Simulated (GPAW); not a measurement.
# ZnSe (Stilleite) (F-43m) in GPAW: further runs, part 2 of 2

GPAW 26.7.0. Earlier steps stand in the parts before.

### Step 4. Relaxation of cell and atoms, PBE+D4

File run.py:

```python
from ase.calculators.mixing import SumCalculator
from ase.filters import FrechetCellFilter
from ase.io import read, write
from ase.optimize import FIRE
from dftd4.ase import DFTD4
from gpaw import GPAW, PW

atoms = read('ZnSe.xyz')

calc = GPAW(mode=PW(600),
            xc='PBE',
            kpts={'size': (8, 8, 8), 'gamma': True},
            occupations={'name': 'fermi-dirac', 'width': 0.05},
            nbands=18,
            convergence={'density': 1e-05, 'forces': 0.0001},
            maxiter=150,
            txt='gpaw.txt')
atoms.calc = SumCalculator([calc, DFTD4(method='pbe')])
opt = FIRE(FrechetCellFilter(atoms), trajectory='relax.traj', logfile='-')
done = opt.run(fmax=0.01, steps=60)
calc.write('gs.gpw')
write('result.traj', atoms)
print('Converged:', done)
print('Cell:', atoms.cell.cellpar().round(4))
print('Volume:', round(atoms.get_volume(), 4))
print(atoms.get_scaled_positions().round(5))
```

File ZnSe.xyz:

```xyz
2
Lattice="0.0000000000 2.8338000000 2.8338000000 2.8338000000 0.0000000000 2.8338000000 2.8338000000 2.8338000000 0.0000000000" Properties=species:S:1:pos:R:3 pbc="T T T"
Se     4.2507000000      4.2507000000      4.2507000000
Zn     0.0000000000      0.0000000000      0.0000000000
```

Potentials or basis: GPAW PAW data sets (gpaw-data 1.2.1), pw.

Command:

```sh
> OMP_NUM_THREADS=1 python run.py
```

gpaw.txt:

```text
__  _  _
 | _ |_)|_||  |
 |__||  | ||/\| - 26.7.0

Input parameters:
  mode=PW(ecut=600.0),
  convergence={'density': 1e-05, 'forces': 0.0001},
  kpts=MonkhorstPack(size=(8, 8, 8), gamma=True),
  maxiter=150,
  nbands=18,
  occupations=Occupations(name='fermi-dirac', width=0.05),
  xc=XC(name='PBE')

Diagonalizing LCAO Hamiltonian
Converting LCAO to pw mode

                    Se

       Zn

Atoms  # Å, Bohr magnetons
|   | symbol |        x |        y |        z |    initial magnetic moments |
|---|--------|----------|----------|----------|-----------------------------|
| 0 |     Se | 4.250700 | 4.250700 | 4.250700 | ( 0.0000,  0.0000,  0.0000) |
| 1 |     Zn | 0.000000 | 0.000000 | 0.000000 | ( 0.0000,  0.0000,  0.0000) |

Unit cell  # Å
| periodic |        x |        y |        z |  lengths |    angles |
|----------|----------|----------|----------|----------|-----------|
|      yes | 0.000000 | 2.833800 | 2.833800 | 4.007598 | 60.000000 |
|      yes | 2.833800 | 0.000000 | 2.833800 | 4.007598 | 60.000000 |
|      yes | 2.833800 | 2.833800 | 0.000000 | 4.007598 | 60.000000 |

Number of symmetries: 24
Symmetry operations  # r_c * U_cc + t_c -> r_c
|    | kind |            matrix            |
|----|------|------------------------------|
|  0 |  E   |  1, 0, 0,  0, 1, 0,  0, 0, 1 |
|  1 |  σ   |  1, 0, 0,  0, 0, 1,  0, 1, 0 |
|  2 |  σ   |  1, 0,-1,  0, 1,-1,  0, 0,-1 |
|  3 |  C3  |  1, 0,-1,  0, 0,-1,  0, 1,-1 |
|  4 |  C3  |  1,-1, 0,  0,-1, 1,  0,-1, 0 |
|  5 |  σ   |  1,-1, 0,  0,-1, 0,  0,-1, 1 |
|  6 |  σ   |  0, 1, 0,  1, 0, 0,  0, 0, 1 |
|  7 |  C3  |  0, 1, 0,  0, 0, 1,  1, 0, 0 |
|  8 |  C2  |  0, 1,-1,  1, 0,-1,  0, 0,-1 |
|  9 |  S4  |  0, 1,-1,  0, 0,-1,  1, 0,-1 |
| 10 |  C3  |  0, 0, 1,  1, 0, 0,  0, 1, 0 |
| 11 |  σ   |  0, 0, 1,  0, 1, 0,  1, 0, 0 |
| 12 |  S4  |  0, 0,-1,  1, 0,-1,  0, 1,-1 |
| 13 |  C3  |  0, 0,-1,  0, 1,-1,  1, 0,-1 |
| 14 |  S4  |  0,-1, 1,  1,-1, 0,  0,-1, 0 |
| 15 |  C2  |  0,-1, 1,  0,-1, 0,  1,-1, 0 |
| 16 |  C3  |  0,-1, 0,  1,-1, 0,  0,-1, 1 |
| 17 |  S4  |  0,-1, 0,  0,-1, 1,  1,-1, 0 |
| 18 |  S4  | -1, 1, 0, -1, 0, 1, -1, 0, 0 |
| 19 |  C3  | -1, 1, 0, -1, 0, 0, -1, 0, 1 |
| 20 |  C3  | -1, 0, 1, -1, 1, 0, -1, 0, 0 |
| 21 |  S4  | -1, 0, 1, -1, 0, 0, -1, 1, 0 |
| 22 |  σ   | -1, 0, 0, -1, 1, 0, -1, 0, 1 |
| 23 |  C2  | -1, 0, 0, -1, 0, 1, -1, 1, 0 |

BZ-sampling:
  Number of BZ points: 512
  Number of IBZ points: 29

  Monkhorst-Pack size: [8, 8, 8]
  Monkhorst-Pack shift: [0.0625, 0.0625, 0.0625]

K-points  # in reciprocal-cell coordinates
|     |                                coordinates |     weight |
|-----|--------------------------------------------|------------|
|   0 | (  0.00000000,   0.00000000,   0.00000000) | 0.00195312 |
|   1 | (  0.12500000,   0.12500000,   0.00000000) | 0.01171875 |
|   2 | (  0.12500000,   0.12500000,   0.12500000) | 0.01562500 |
|   3 | (  0.25000000,   0.12500000,   0.12500000) | 0.02343750 |
|   4 | (  0.25000000,   0.25000000,   0.00000000) | 0.01171875 |
|   5 | (  0.25000000,   0.25000000,   0.12500000) | 0.04687500 |
|   6 | (  0.25000000,   0.25000000,   0.25000000) | 0.01562500 |
|   7 | (  0.37500000,   0.25000000,  -0.37500000) | 0.04687500 |
|   8 | (  0.37500000,   0.25000000,   0.12500000) | 0.04687500 |
|   9 | (  0.37500000,   0.25000000,   0.25000000) | 0.04687500 |
| ... |                                            |            |
|  28 | (  0.50000000,   0.50000000,   0.50000000) | 0.00781250 |

Plane wave coefficients: 1540
Cutoff: 600.0 eV

Spin-components: 1 (collinear spins)
Bands:           18
Projectors:      11
Spin-degeneracy: 2
Datatype:        complex128

Parallelization:
  kpt:    1
  domain: 1
  band:   1

Density:
  Valence electrons: 18.0
  Components: 1
  Grid points: [24 24 24]
  Charge: 0.0  # |e|

Potential:
  Grid points: [24 24 24]
[... 105 lines left out ...]
Energy contributions:
  Kinetic:          13.002358
  Coulomb:         -11.063022
  Zero:             -0.038453
  External:          0.000000
  Xc:               -8.002290
  Entropy:          -0.000000
  Spinorbit:         0.000000
  ----------------------------
  Free energy:      -6.101407
  Extrapolated:     -6.101407

dipole moment: (-7.090358, -7.090358, -7.090358)  # |e|*Ang

Fermi level: 4.555
Eigenvalues  # (at kpt = [0.000, 0.000, 0.000])
| band index |      eig [eV] | occ [0-2] |
|------------|---------------|-----------|
|          0 |        -9.375 |     2.000 |
|          1 |        -2.645 |     2.000 |
|          2 |        -2.645 |     2.000 |
|          3 |        -2.645 |     2.000 |
|          4 |        -2.279 |     2.000 |
|          5 |        -2.279 |     2.000 |
[... 10 lines left out ...]
|         16 |        16.945 |     0.000 |
|         17 |        16.945 |     0.000 |

Gap: 1.298 eV
Transition (v -> c):
  (s=0, k=0, n=8, [0.00, 0.00, 0.00]) -> (s=0, k=0, n=9, [0.00, 0.00, 0.00])
No difference between direct/indirect transitions

Stress tensor  # eV/Ang^3
|         x |         y |         z |
|-----------|-----------|-----------|
| -0.013040 | -0.000000 |  0.000000 |
| -0.000000 | -0.013040 |  0.000000 |
|  0.000000 |  0.000000 | -0.013040 |

Forces  # eV/Ang
|       x |       y |        z |
|---------|---------|----------|
| 0.00000 | 0.00000 | -0.00000 |  # Se   0
| 0.00000 | 0.00000 |  0.00000 |  # Zn   1

Diagonalizing LCAO Hamiltonian
Converting LCAO to pw mode

                    Se

       Zn

Atoms  # Å, Bohr magnetons
|   | symbol |         x |         y |         z |    initial magnetic moments |
|---|--------|-----------|-----------|-----------|-----------------------------|
| 0 |     Se |  4.249791 |  4.249791 |  4.249791 | ( 0.0000,  0.0000,  0.0000) |
| 1 |     Zn | -0.000000 | -0.000000 | -0.000000 | ( 0.0000,  0.0000,  0.0000) |

Unit cell  # Å
| periodic |        x |        y |        z |  lengths |    angles |
|----------|----------|----------|----------|----------|-----------|
|      yes | 0.000000 | 2.833194 | 2.833194 | 4.006741 | 59.999999 |
|      yes | 2.833194 | 0.000000 | 2.833194 | 4.006741 | 59.999999 |
|      yes | 2.833194 | 2.833194 | 0.000000 | 4.006741 | 59.999999 |

Number of symmetries: 6
Symmetry operations  # r_c * U_cc + t_c -> r_c
|   | kind |            matrix            |
|---|------|------------------------------|
| 0 |  E   |  1, 0, 0,  0, 1, 0,  0, 0, 1 |
| 1 |  σ   |  1, 0, 0,  0, 0, 1,  0, 1, 0 |
| 2 |  σ   |  0, 1, 0,  1, 0, 0,  0, 0, 1 |
| 3 |  C3  |  0, 1, 0,  0, 0, 1,  1, 0, 0 |
| 4 |  C3  |  0, 0, 1,  1, 0, 0,  0, 1, 0 |
| 5 |  σ   |  0, 0, 1,  0, 1, 0,  1, 0, 0 |

BZ-sampling:
  Number of BZ points: 512
  Number of IBZ points: 65

  Monkhorst-Pack size: [8, 8, 8]
  Monkhorst-Pack shift: [0.0625, 0.0625, 0.0625]

K-points  # in reciprocal-cell coordinates
|     |                                coordinates |     weight |
|-----|--------------------------------------------|------------|
|   0 | (  0.00000000,   0.00000000,   0.00000000) | 0.00195312 |
|   1 | (  0.12500000,   0.00000000,  -0.12500000) | 0.01171875 |
|   2 | (  0.12500000,   0.00000000,   0.00000000) | 0.01171875 |
|   3 | (  0.12500000,   0.12500000,  -0.12500000) | 0.01171875 |
|   4 | (  0.12500000,   0.12500000,   0.00000000) | 0.01171875 |
|   5 | (  0.12500000,   0.12500000,   0.12500000) | 0.00390625 |
|   6 | (  0.25000000,  -0.12500000,  -0.12500000) | 0.01171875 |
|   7 | (  0.25000000,   0.00000000,  -0.25000000) | 0.01171875 |
|   8 | (  0.25000000,   0.00000000,  -0.12500000) | 0.02343750 |
|   9 | (  0.25000000,   0.00000000,   0.00000000) | 0.01171875 |
| ... |                                            |            |
|  64 | (  0.50000000,   0.50000000,   0.50000000) | 0.00195312 |

Plane wave coefficients: 1540
Cutoff: 600.0 eV

Spin-components: 1 (collinear spins)
Bands:           18
Projectors:      11
Spin-degeneracy: 2
Datatype:        complex128

Parallelization:
  kpt:    1
  domain: 1
  band:   1

Density:
  Valence electrons: 18.0
  Components: 1
  Grid points: [24 24 24]
  Charge: 0.0  # |e|
[... 806 lines left out ...]
Energy contributions:
  Kinetic:          13.330728
  Coulomb:         -11.321517
  Zero:             -0.038905
  External:          0.000000
  Xc:               -8.068353
  Entropy:          -0.000000
  Spinorbit:         0.000000
  ----------------------------
  Free energy:      -6.098048
  Extrapolated:     -6.098048

dipole moment: (14.379116, 14.379116, 14.379116)  # |e|*Ang

Fermi level: 4.622
Eigenvalues  # (at kpt = [0.000, 0.000, 0.000])
| band index |      eig [eV] | occ [0-2] |
|------------|---------------|-----------|
|          0 |        -9.352 |     2.000 |
|          1 |        -2.607 |     2.000 |
|          2 |        -2.607 |     2.000 |
|          3 |        -2.607 |     2.000 |
|          4 |        -2.237 |     2.000 |
|          5 |        -2.237 |     2.000 |
[... 10 lines left out ...]
|         16 |        17.013 |     0.000 |
|         17 |        17.013 |     0.000 |

Gap: 1.319 eV
Transition (v -> c):
  (s=0, k=0, n=8, [0.00, 0.00, 0.00]) -> (s=0, k=0, n=9, [0.00, 0.00, 0.00])
No difference between direct/indirect transitions

Stress tensor  # eV/Ang^3
|         x |         y |         z |
|-----------|-----------|-----------|
| -0.015230 | -0.000000 | -0.000000 |
| -0.000000 | -0.015230 | -0.000000 |
| -0.000000 | -0.000000 | -0.015230 |

Forces  # eV/Ang
|        x |        y |        z |
|----------|----------|----------|
|  0.00000 |  0.00000 |  0.00000 |  # Se   0
| -0.00000 | -0.00000 | -0.00000 |  # Zn   1

# Writing to gs.gpw (mode='')
```

It took 2.3 min on 1 thread of Intel Xeon Platinum 8259CL at 2.50GHz (Skylake/Cascade Lake), shared host; peak memory 0.28 GiB.

Results:

```yaml
Free_energy: -6.7353 eV
Relaxed_volume: 22.64 Å³/atom
Relaxed_cell: a = 4.001 Å, b = 4.001 Å, c = 4.001 Å, α = 60.00°, β = 60.00°, γ = 60.00°
Space_group_after_relaxing_to_0.05_Å: F-43m (No. 216)
Energy_gained_by_relaxing: 0.1 meV/atom
Ionic_steps: 5
Pressure_after_relaxing: 0.0 GPa
Band_gap_on_the_k_mesh: 1.32 eV, direct
Dispersion_energy_per_atom: -0.319 eV
```

The path:
```csv
step,energy change (eV),largest force (eV/Å),pressure (GPa),volume (Å³)
1,0.0000,0.0000,-0.30,45.51
2,0.0000,0.0000,-0.26,45.48
3,-0.0001,0.0000,-0.19,45.43
4,-0.0002,0.0000,-0.08,45.36
5,-0.0002,0.0000,0.03,45.28
```

Final structure:
```
Se Zn
1.0
     0.00000    2.82889    2.82889
     2.82889    0.00000    2.82889
     2.82889    2.82889    0.00000
Se Zn
1 1
Direct
  0.75000 0.75000 0.75000
  0.00000 0.00000 0.00000
```

Levels at points of the mesh, in eV from the valence-band top:
```
           k point  band 7  band 8  band 9  band 10  band 11  band 12
(0.00, 0.00, 0.00)    0.00    0.00    0.00     1.32     5.81     5.81
(0.50, 0.00, 0.00)   -5.25   -0.87   -0.87     2.56     6.39     6.39
(0.50, 0.50, 0.00)   -4.76   -2.20   -2.20     2.97     3.47    10.77
(0.50, 0.50, 0.50)   -5.25   -0.87   -0.87     2.56     6.39     6.39
```

Caveat: later steps reuse the first step's grids. As with any semilocal functional, this PBE gap is likely too small.

### Step 5. Relaxation of cell and atoms, PBEsol+D3(BJ)

File run.py:

```python
from ase import Atoms
from ase.calculators.mixing import SumCalculator
from ase.filters import FrechetCellFilter
from ase.io import write
from ase.optimize import BFGS
from dftd3.ase import DFTD3
from gpaw import GPAW, PW, setup_paths

setup_paths.insert(0, '.')

atoms = Atoms(['Se', 'Zn'],
              cell=[[0.0, 2.8338, 2.8338],
                    [2.8338, 0.0, 2.8338],
                    [2.8338, 2.8338, 0.0]],
              scaled_positions=[[0.75, 0.75, 0.75],
                                [0.0, 0.0, 0.0]],
              pbc=True)

calc = GPAW(mode=PW(600),
            xc='PBEsol',
            kpts={'size': (8, 8, 8), 'gamma': True},
            occupations={'name': 'fermi-dirac', 'width': 0.05},
            nbands=18,
            convergence={'density': 1e-05, 'forces': 0.0001},
            maxiter=150,
            txt='gpaw.txt')
atoms.calc = SumCalculator([calc, DFTD3(method='pbesol', damping='d3bj')])
opt = BFGS(FrechetCellFilter(atoms), trajectory='relax.traj', logfile='-')
done = opt.run(fmax=0.05, steps=60)
calc.write('gs.gpw')
write('result.traj', atoms)
print('Converged:', done)
print('Cell:', atoms.cell.cellpar().round(4))
print('Volume:', round(atoms.get_volume(), 4))
print(atoms.get_scaled_positions().round(5))
```

Potentials or basis: PAW data sets generated in the run's folder for this functional, pw.

Command:

```sh
> gpaw-setup -f PBEsol Se Zn
> OMP_NUM_THREADS=1 python run.py
```

Wall time 57 s (1 thread of Intel Xeon Platinum 8259CL at 2.50GHz (Skylake/Cascade Lake), shared host); peak memory 0.19 GiB.

The run converged. Its results:

```yaml
Free_energy: -7.4357 eV
Relaxed_volume: 21.61 Å³/atom
Relaxed_cell: a = 3.939 Å, b = 3.939 Å, c = 3.939 Å, α = 60.00°, β = 60.00°, γ = 60.00°
Space_group_after_relaxing_to_0.05_Å: F-43m (No. 216)
Energy_gained_by_relaxing: 11.0 meV/atom
Ionic_steps: 3
Pressure_after_relaxing: 0.2 GPa
Band_gap_on_the_k_mesh: 1.38 eV, direct
Dispersion_energy_per_atom: -0.299 eV
```

The path:
```csv
step,energy change (eV),largest force (eV/Å),pressure (GPa),volume (Å³)
1,0.0000,0.0000,-3.12,45.51
2,-0.0076,0.0000,-2.57,45.08
3,-0.0219,0.0000,0.18,43.22
```

Final structure:
```yaml
crystal:
  lattice:
    - [0.00000, 2.78535, 2.78535]
    - [2.78535, 0.00000, 2.78535]
    - [2.78535, 2.78535, 0.00000]
  atoms:
    - { symbol: Se, position: [0.75000, 0.75000, 0.75000] }
    - { symbol: Zn, position: [0.00000, 0.00000, 0.00000] }
```

Levels at points of the mesh, in eV from the valence-band top:
```
           k point  band 6  band 7  band 8  band 9  band 10  band 11  band 12  band 13
(0.00, 0.00, 0.00)   -6.33    0.00    0.00    0.00     1.38     5.73     5.73     5.73
(0.50, 0.50, 0.00)   -6.13   -5.00   -2.40   -2.40     2.72     3.37    10.99    11.54
(0.50, 0.50, 0.50)   -6.14   -5.61   -0.95   -0.95     2.54     6.30     6.30     8.53
```

Caveat: later steps reuse the first step's grids.

### Step 6. The runs side by side

```csv
task,level,potentials or basis,cell,smearing,optimizer,fmax,max steps,target pressure,convergence,gap on the mesh (eV),pressure (GPa),relaxed volume (Å³/atom)
single point,PBE,"GPAW PAW data sets (gpaw-data 1.2.1), pw",as given,gaussian 0.028 eV,-,-,-,-,-,1.30,2.1,-
relaxation of cell and atoms,PBE+D3(BJ),"GPAW PAW data sets (gpaw-data 1.2.1), pw",relaxed to -1 GPa,fermi-dirac 0.05 eV,BFGS,0.01 eV/Å,100,-1 GPa,density=1e-05 forces=0.0001,1.26,-1.0,-
relaxation of cell and atoms,PBE+D4,"GPAW PAW data sets (gpaw-data 1.2.1), pw",relaxed,fermi-dirac 0.05 eV,FIRE,0.01 eV/Å,60,-,density=1e-05 forces=0.0001,1.32,0.0,22.64
relaxation of cell and atoms,PBEsol+D3(BJ),"PAW data sets generated in the run's folder for this functional, pw",relaxed,fermi-dirac 0.05 eV,BFGS,0.05 eV/Å,60,-,density=1e-05 forces=0.0001,1.38,0.2,21.61
```

Alike in all rows: no spin polarisation; k mesh 8 × 8 × 8; cutoff (eV) 600.

Caveats: later steps reuse the first step's grids (some runs).

Absolute energies hang on the potentials; compare differences alone.

### Step 7. How close it comes

Step 2. Against the measured gap of ZnSe, 2.695 eV (an exciton energy, a little under the gap; 300 K; “Alloy Disordering Effects on the Thermal Conductivity and Energy Gap Temperature Dependence of Cd1−xZnxSe Ternary Crystals Grown by the Bridgman Method”, 2023, pmc:10253836), the calculated 1.30 eV is off by -1.40 eV. So large a miss can be the level of theory's own, or it may mean another phase, state or a wrong row. Spin-orbit coupling on Se is left out. The value is that of PBE, without temperature or zero-point motion. Semilocal functionals fall short of measured gaps as a rule.
